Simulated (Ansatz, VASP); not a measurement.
# Mo: VASP beside Ansatz

```
Mo
1.0
     2.77654    0.00000    0.00000
    -1.38827    2.40456    0.00000
     0.00000    0.00000    2.51685
Mo
1
Direct
  0.00000 0.00000 0.50000
```

Change from the starting cell: strain +0.015 along x and y, -0.015 along z, atoms carried along.

Alike in both runs: task single point; functional PBEsol; k mesh 18 × 18 × 18; occupations gaussian, width 0.15 eV; no spin polarisation.

```csv
,VASP,Ansatz
version,VASP 6.6.1,Ansatz 0.2.0
potentials or method,"VASP PAW PBE potentials, release 64 (Mo_sv)","scalar-relativistic, plane waves, PAW"
plane-wave cutoff (eV),520,420
valence electrons in the cell,14,14
```

|  | VASP | Ansatz | Ansatz less VASP |
| --- | --- | --- | --- |
| gap on the k mesh at the Fermi level (eV) | none | none | - |
| pressure (GPa) | -6.3 | -6.8 | -0.49 |
| largest component of the traceless stress (GPa) | 1.04 | 0.84 | -0.201 |

A gap of «none» marks a metal or a gap that the smearing closes.

Caveats: the PAW data sets were made with another functional, which shifts forces and pressure a little (VASP).
